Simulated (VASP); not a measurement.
# BN (R3m) in VASP: settings compared, part 2 of 2

VASP 6.6.1. The steps go on from the part before.

**3. Band structure, RPBE**

Contents of POSCAR:

```
BN
1.0
    1.2511217832      0.7223354983      3.3729344033
   -1.2511217832      0.7223354983      3.3729344033
    0.0000000000     -1.4446709966      3.3729344033
N B
1 1
Direct
    0.6672382000      0.6672382000      0.6672382000
    0.0003288000      0.0003288000      0.0003288000
```

Contents of INCAR.step1:

```
SYSTEM = BN
PREC = Accurate
ENCUT = 520
EDIFF = 1E-7
ISMEAR = -1
SIGMA = 0.05
LREAL = .False.
LASPH = .True.
NELM = 60
ALGO = Normal
ISIF = 2
LWAVE = .False.
LCHARG = .True.
GGA = RP
NBANDS = 11
```

Contents of KPOINTS.step1:

```
regular mesh
0
Gamma
  12 12 12
  0 0 0
```

Contents of INCAR.step2:

```
SYSTEM = BN
PREC = Accurate
ENCUT = 520
EDIFF = 1E-7
ISMEAR = 0
SIGMA = 0.05
LREAL = .False.
LASPH = .True.
NELM = 60
ALGO = Normal
ISIF = 2
LWAVE = .False.
LCHARG = .False.
GGA = RP
NBANDS = 11
ICHARG = 11
```

Contents of KPOINTS.step2:

```
path GLB1,BZGX,QFP1Z,LP
15
line-mode
reciprocal
 0.0000000000  0.0000000000  0.0000000000  G
 0.5000000000  0.0000000000  0.0000000000  L

 0.5000000000  0.0000000000  0.0000000000  L
 0.5000000000  0.1972419765 -0.1972419765  B1

 0.8027580235  0.5000000000  0.1972419765  B
 0.5000000000  0.5000000000  0.5000000000  Z

 0.5000000000  0.5000000000  0.5000000000  Z
 0.0000000000  0.0000000000  0.0000000000  G

 0.0000000000  0.0000000000  0.0000000000  G
 0.3486209883  0.0000000000 -0.3486209883  X

 0.6513790117  0.3486209883  0.0000000000  Q
 0.5000000000  0.5000000000  0.0000000000  F

 0.5000000000  0.5000000000  0.0000000000  F
 0.6513790117  0.6513790117  0.1972419765  P1

 0.6513790117  0.6513790117  0.1972419765  P1
 0.5000000000  0.5000000000  0.5000000000  Z

 0.5000000000  0.0000000000  0.0000000000  L
 0.8027580235  0.3486209883  0.3486209883  P
```

Potentials or basis: VASP PAW PBE potentials, release 64 (N, B).

Run with:

```sh
cat potpaw_PBE.64/N/POTCAR potpaw_PBE.64/B/POTCAR > POTCAR
cp INCAR.step1 INCAR
cp KPOINTS.step1 KPOINTS
mpirun -np 1 vasp_std > vasp.out
cp INCAR.step2 INCAR
cp KPOINTS.step2 KPOINTS
mpirun -np 1 vasp_std > vasp.out
```

OUTCAR:

```text
SYSTEM = BN
   PREC = Accurate
   ENCUT = 520
   EDIFF = 1E-7
   ISMEAR = 0
   LREAL = .False.
   LASPH = .True.
   NELM = 60
   ISIF = 2
   GGA = RP
   ICHARG = 11

 ion  position               nearest neighbor table
   1  0.667  0.667  0.667-   2 1.44   2 1.44   2 1.44
   2  0.000  0.000  0.000-   1 1.44   1 1.44   1 1.44

  LATTYP: Found a trigonal (rhomboedric) cell.
 ALAT       =     3.6692997666
 COS(alpha) =     0.7674786797

  Lattice vectors:

 A1 = (   1.2511217832,   0.7223354983,   3.3729344033)
 A2 = (  -1.2511217832,   0.7223354983,   3.3729344033)
 A3 = (   0.0000000000,  -1.4446709966,   3.3729344033)

Analysis of symmetry for initial positions (statically):
=====================================================================
 Subroutine PRICEL returns:
 Original cell was already a primitive cell.

 Routine SETGRP: Setting up the symmetry group for a
 trigonal (rhombohedral) supercell.

 Subroutine GETGRP returns: Found  6 space group operations
 (whereof  6 operations were pure point group operations)
 out of a pool of 12 trial point group operations.

The static configuration has the point symmetry C_3v.
[... 165 lines left out ...]
      2      -1.9177      2.00000
      3       0.9941      2.00000
      4       0.9941      2.00000
      5       7.7028      0.00000
      6      13.9865      0.00000
      7      13.9865      0.00000
      8      15.5033      0.00000
      9      17.0218      0.00000
     10      28.3021      0.00000
     11      30.4966      0.00000
[... 309 lines left out ...]
 k-point    24 :       0.5000    0.1127   -0.1127
  band No.  band energies     occupation
      1     -11.9883      2.00000
      2      -6.0854      2.00000
      3      -3.9267      2.00000
      4       2.1805      2.00000
      5       7.3599      0.00000
      6      14.3629      0.00000
      7      16.6754      0.00000
      8      16.8353      0.00000
      9      19.7009      0.00000
     10      22.7844      0.00000
     11      25.1413      0.00000

 [... further k-points ...]

------------------------ aborting loop because EDIFF is reached ----------------------------------------

  FORCE on cell =-STRESS in cart. coord.  units (eV):
  Direction    XX          YY          ZZ          XY          YZ          ZX
  --------------------------------------------------------------------------------------
  -------------------------------------------------------------------------------------
  Total        3.2122495      3.2122495      1.9283231     -0.0000000      0.0000000      0.0000000
  in kB      281.3987465    281.3987465    168.9245194     -0.0000000      0.0000000      0.0000000
  external PRESSURE =     243.9073374 kB  Pullay stress =       0.0000000 kB

 VOLUME and BASIS-vectors are now :
 -----------------------------------------------------------------------------
  energy-cutoff  :      520.00
  volume of cell :       18.29
      direct lattice vectors                 reciprocal lattice vectors
     1.251121783  0.722335498  3.372934403     0.399641351  0.230733042  0.098825916
    -1.251121783  0.722335498  3.372934403    -0.399641351  0.230733042  0.098825916
     0.000000000 -1.444670997  3.372934403     0.000000000 -0.461466083  0.098825916

 POSITION                                       TOTAL-FORCE (eV/Angst)
 -----------------------------------------------------------------------------------
      0.00000      0.00000      6.75165         0.000000      0.000000      0.027053
      0.00000      0.00000      0.00333         0.000000     -0.000000     -0.027053
 -----------------------------------------------------------------------------------
    total drift:                                0.000000      0.000000     -0.002442

  FREE ENERGIE OF THE ION-ELECTRON SYSTEM (eV)
  ---------------------------------------------------
  free  energy   TOTEN  =       -15.7746574904 eV

  energy  without entropy=      -15.7746574904  energy(sigma->0) =      -15.77465749
```

OSZICAR.step1:

```text
N       E                     dE             d eps       ncg     rms          rms(c)
DAV:   1     0.148076995591E+02    0.14808E+02   -0.45737E+03  4222   0.679E+02
DAV:   2    -0.177788554053E+02   -0.32587E+02   -0.31380E+02  4932   0.161E+02
DAV:   3    -0.185657451667E+02   -0.78689E+00   -0.78578E+00  5045   0.232E+01
DAV:   4    -0.185681299969E+02   -0.23848E-02   -0.23848E-02  4626   0.143E+00
DAV:   5    -0.185681403846E+02   -0.10388E-04   -0.10388E-04  5068   0.837E-02    0.802E+00
DAV:   6    -0.170115148973E+02    0.15566E+01   -0.50322E+00  4708   0.126E+01    0.371E+00
DAV:   7    -0.168746562989E+02    0.13686E+00   -0.24646E-01  4869   0.372E+00    0.227E+00
DAV:   8    -0.168460220159E+02    0.28634E-01   -0.11149E-01  5085   0.210E+00    0.245E-01
DAV:   9    -0.168470673329E+02   -0.10453E-02   -0.32225E-03  4605   0.444E-01    0.136E-01
DAV:  10    -0.168480261005E+02   -0.95877E-03   -0.13061E-03  4605   0.235E-01    0.274E-02
DAV:  11    -0.168481003039E+02   -0.74203E-04   -0.15568E-04  4965   0.842E-02    0.261E-02
DAV:  12    -0.168481005588E+02   -0.25487E-06   -0.19238E-05  4668   0.301E-02    0.286E-03
DAV:  13    -0.168481010151E+02   -0.45630E-06   -0.98909E-07  4935   0.878E-03    0.102E-03
DAV:  14    -0.168481010626E+02   -0.47566E-07   -0.10631E-07  4641   0.231E-03
   1 F= -.16848101E+02 E0= -.16848101E+02  d E =-.582513E-11
```

Run time: 84 s. Hardware: 1 thread of Intel Xeon Platinum 8259CL at 2.50GHz (Skylake/Cascade Lake), shared host; peak memory 0.17 GiB.

What came out:

```yaml
Band_gap_on_the_k_mesh: 4.39 eV, indirect (least direct gap 4.77 eV)
Band_gap_along_the_path: 4.35 eV, indirect (least direct gap 4.77 eV)
```

Levels at the corners of the path, in eV from the valence-band top:
```
point  band 1  band 2  band 3  band 4  band 5  band 6  band 7  band 8
    Γ  -17.89   -4.22   -1.31   -1.31    5.40   11.68   11.68   13.20
    L  -14.71   -8.98   -4.10   -0.64    5.32    9.91   13.32   15.23
    L  -14.71   -8.98   -4.10   -0.64    5.32    9.91   13.32   15.23
   B1  -14.16   -7.97   -6.94   -0.40    4.84   12.61   14.25   16.12
    B  -14.16   -7.97   -6.94   -0.40    4.84   12.61   14.25   16.12
    Z  -17.64   -6.11   -1.33   -1.33   10.30   11.61   11.61   12.20
    Z  -17.64   -6.11   -1.33   -1.33   10.30   11.61   11.61   12.20
    Γ  -17.89   -4.22   -1.31   -1.31    5.40   11.68   11.68   13.20
    Γ  -17.89   -4.22   -1.31   -1.31    5.40   11.68   11.68   13.20
    X  -14.10   -7.94   -7.13   -0.15    4.68   12.54   14.03   16.58
    Q  -14.10   -7.94   -7.13   -0.15    4.68   12.54   14.03   16.58
    F  -14.64   -8.86   -4.15   -1.20    4.35    9.89   14.49   17.78
    F  -14.64   -8.86   -4.15   -1.20    4.35    9.89   14.49   17.78
   P1  -14.75   -8.72   -4.10   -1.51    5.05    9.95   14.57   16.83
   P1  -14.75   -8.72   -4.10   -1.51    5.05    9.95   14.57   16.83
    Z  -17.64   -6.11   -1.33   -1.33   10.30   11.61   11.61   12.20
    L  -14.71   -8.98   -4.10   -0.64    5.32    9.91   13.32   15.23
    P  -14.75   -8.72   -4.10   -1.51    5.05    9.95   14.57   16.83
```

Caveat: the log is that of the step along the path at fixed density, whose energy, stress, charges and moments have no meaning; the PAW data sets were made with another functional, which shifts forces and pressure a little.

**4. Band structure, r2SCAN0**

POSCAR is that of step 3.

Contents of INCAR.step1:

```
SYSTEM = BN
PREC     = Accurate       ! precision mode
ENCUT    = 520            ! plane-wave cutoff, eV
EDIFF    = 1E-5           ! SCF threshold, eV
ISMEAR   = -1             ! smearing method
SIGMA    = 0.05           ! smearing width, eV
LREAL    = .FALSE.        ! projectors in reciprocal space
LASPH    = .TRUE.         ! aspherical terms in the spheres
NELM     = 100            ! most SCF steps
ALGO     = Normal         ! electronic algorithm
ISIF     = 2              ! what is computed and relaxed
LWAVE    = .TRUE.         ! write WAVECAR
LCHARG   = .FALSE.        ! write CHGCAR
GGA      = PE             ! functional
```

Contents of INCAR.step2:

```
SYSTEM = BN
PREC     = Accurate       ! precision mode
ENCUT    = 520            ! plane-wave cutoff, eV
EDIFF    = 1E-6           ! SCF threshold, eV
ISMEAR   = -1             ! smearing method
SIGMA    = 0.05           ! smearing width, eV
LREAL    = .FALSE.        ! projectors in reciprocal space
LASPH    = .TRUE.         ! aspherical terms in the spheres
NELM     = 100            ! most SCF steps
ALGO     = Normal         ! electronic algorithm
ISIF     = 2              ! what is computed and relaxed
LWAVE    = .FALSE.        ! write WAVECAR
LCHARG   = .FALSE.        ! write CHGCAR
METAGGA  = R2SCAN         ! meta-GGA
LHFCALC  = .TRUE.         ! exact exchange
AEXX     = 0.25           ! exact-exchange fraction
LMIXTAU  = .TRUE.       
PRECFOCK = Fast         
HFRCUT   = -1           
ISTART   = 1
```

Contents of KPOINTS:

```
regular mesh
0
G
  6 6 6
  0 0 0
```

Contents of KPOINTS_OPT:

```
path GLB1,BZGX,QFP1Z,LP
12
line-mode
reciprocal
 0.0000000000  0.0000000000  0.0000000000  G
 0.5000000000  0.0000000000  0.0000000000  L

 0.5000000000  0.0000000000  0.0000000000  L
 0.5000000000  0.1972419765 -0.1972419765  B1

 0.8027580235  0.5000000000  0.1972419765  B
 0.5000000000  0.5000000000  0.5000000000  Z

 0.5000000000  0.5000000000  0.5000000000  Z
 0.0000000000  0.0000000000  0.0000000000  G

 0.0000000000  0.0000000000  0.0000000000  G
 0.3486209883  0.0000000000 -0.3486209883  X

 0.6513790117  0.3486209883  0.0000000000  Q
 0.5000000000  0.5000000000  0.0000000000  F

 0.5000000000  0.5000000000  0.0000000000  F
 0.6513790117  0.6513790117  0.1972419765  P1

 0.6513790117  0.6513790117  0.1972419765  P1
 0.5000000000  0.5000000000  0.5000000000  Z

 0.5000000000  0.0000000000  0.0000000000  L
 0.8027580235  0.3486209883  0.3486209883  P
```

Run with:

```sh
cat potpaw_PBE.64/N/POTCAR potpaw_PBE.64/B/POTCAR > POTCAR
cp INCAR.step1 INCAR
mpirun -np 1 vasp_std > vasp.out
cp INCAR.step2 INCAR
mpirun -np 1 vasp_std > vasp.out
```

Run time: 8.1 min. Hardware: 1 thread of Intel Xeon Platinum 8488C (Sapphire Rapids), shared host; peak memory 0.17 GiB.

Results (log left out):

```
Free energy             : -22.5987 eV
Pressure                : -3.3 GPa
Largest force           : 0.010 eV/Å
Band gap on the k mesh  : 6.68 eV, indirect (least direct gap 7.34 eV)
Band gap along the path : 6.62 eV, indirect (least direct gap 7.35 eV)
```

Forces on the atoms (eV/Å):
```
N    0.000  0.000 -0.010
B    0.000  0.000  0.010
```

Stress tensor (GPa, compression positive):
```
-4.98  0.00  0.00
 0.00 -4.98  0.00
 0.00  0.00  0.18
```

Levels at the corners of the path, in eV from the valence-band top:
| point | band 1 | band 2 | band 3 | band 4 | band 5 | band 6 | band 7 | band 8 |
| --- | --- | --- | --- | --- | --- | --- | --- | --- |
| Γ | -20.28 | -4.71 | -1.58 | -1.58 | 7.21 | 14.64 | 14.64 | 16.96 |
| L | -16.77 | -10.14 | -4.69 | -0.72 | 7.84 | 12.68 | 15.67 | 17.70 |
| L | -16.77 | -10.14 | -4.69 | -0.72 | 7.84 | 12.68 | 15.67 | 17.70 |
| B1 | -16.17 | -8.96 | -7.87 | -0.45 | 7.37 | 14.95 | 17.06 | 19.17 |
| B | -16.17 | -8.96 | -7.87 | -0.45 | 7.37 | 14.95 | 17.06 | 19.17 |
| Z | -20.01 | -6.90 | -1.60 | -1.60 | 12.95 | 14.56 | 14.56 | 15.31 |
| Z | -20.01 | -6.90 | -1.60 | -1.60 | 12.95 | 14.56 | 14.56 | 15.31 |
| Γ | -20.28 | -4.71 | -1.58 | -1.58 | 7.21 | 14.64 | 14.64 | 16.98 |
| Γ | -20.28 | -4.71 | -1.58 | -1.58 | 7.21 | 14.64 | 14.64 | 16.97 |
| X | -16.11 | -8.91 | -8.09 | -0.17 | 7.21 | 14.89 | 16.71 | 19.59 |
| Q | -16.11 | -8.91 | -8.09 | -0.17 | 7.21 | 14.89 | 16.71 | 19.59 |
| F | -16.70 | -10.01 | -4.75 | -1.36 | 6.62 | 12.67 | 17.10 | 20.63 |
| F | -16.70 | -10.01 | -4.75 | -1.36 | 6.62 | 12.67 | 17.10 | 20.63 |
| P1 | -16.81 | -9.85 | -4.69 | -1.69 | 7.44 | 12.72 | 17.08 | 19.70 |
| P1 | -16.81 | -9.85 | -4.69 | -1.69 | 7.44 | 12.72 | 17.08 | 19.70 |
| Z | -20.01 | -6.90 | -1.60 | -1.60 | 12.95 | 14.56 | 14.56 | 15.31 |
| L | -16.77 | -10.14 | -4.69 | -0.72 | 7.84 | 12.68 | 15.67 | 17.70 |
| P | -16.81 | -9.85 | -4.69 | -1.69 | 7.44 | 12.72 | 17.08 | 19.70 |

Caveat: the k mesh is coarse (spacing up to 0.49 Å⁻¹), so the values aren't converged, least of all with exact exchange; the PAW data sets were made with another functional, which shifts forces and pressure a little.

**5. The reference run**

An earlier run on the cell as given: functional PBEsol; potentials or basis VASP PAW PBE potentials, release 64 (N, B); cutoff 520 eV; k mesh 12 × 12 × 12; occupations fermi-dirac, width 0.05 eV; no spin polarisation.

* Pressure: 1.0 GPa
* Band gap on the k mesh: 4.18 eV, indirect (least direct gap 4.63 eV)

**6. Summary**

| task | level | k mesh | grid for exact exchange (PRECFOCK) | exchange at q = 0 | ladder | mesh quality | gap on the mesh (eV) | pressure (GPa) |
| --- | --- | --- | --- | --- | --- | --- | --- | --- |
| band structure | PBEsol | 12 × 12 × 12 | - | - | - | not flagged | 4.18 | 1.0 |
| band structure | RPBE | 12 × 12 × 12 | - | - | - | not flagged | 4.39 | - |
| band structure | r2SCAN0 | 6 × 6 × 6 | Fast | truncated | - | coarse | 6.68 | -3.3 |
| single point | PBEsol | 12 × 12 × 12 | - | - | free | not flagged | 4.18 | 1.0 |

Alike in all rows: potentials or basis VASP PAW PBE potentials, release 64 (N, B); no spin polarisation; cell as given; cutoff (eV) 520; smearing fermi-dirac 0.05 eV.

Caveats: some runs use coarse meshes; the PAW data sets were made with another functional, which shifts forces and pressure a little.

Absolute energies hang on the potentials; compare differences alone.
